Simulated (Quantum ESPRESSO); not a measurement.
## InP: zone-centre phonons under several settings

```
In P
1.0
     0.00000    2.93050    2.93050
     2.93050    0.00000    2.93050
     2.93050    2.93050    0.00000
In P
1 1
Direct
  0.00000 0.00000 0.00000
  0.75000 0.75000 0.75000
```

All runs used Quantum ESPRESSO 7.5; relaxed cell; no spin polarisation; cutoff 952 eV; occupations smeared at first, fixed for the response.

```tsv
level	potentials	k mesh (s: shifted)	volume (Å³/atom)	pressure (GPa)	lowest optical mode without the field (cm⁻¹)	sum of the Born charges (e)
RPBE	PseudoDojo 0.4.1 SR PBE standard	8 × 8 × 8s	27.13	0.1	277	0.00
LDA	PseudoDojo 0.4.1 SR LDA standard	4 × 4 × 4s	?	0.0	?	?
```

Problem. What stands in the row left open?

Solution. Volume 24.68 Å³/atom; lowest optical mode without the field 304 cm⁻¹; sum of the Born charges -0.10 e.

Caveats: the potentials were made for another functional, which shifts forces and pressure (some runs).

For the row left open. Caveat: the k mesh is coarse; the mesh is thin for the dielectric tensor, Born charges and intensities, which usually come out too large; the Born charges break their sum rule by 0.10 e, a sign of too thin a mesh.
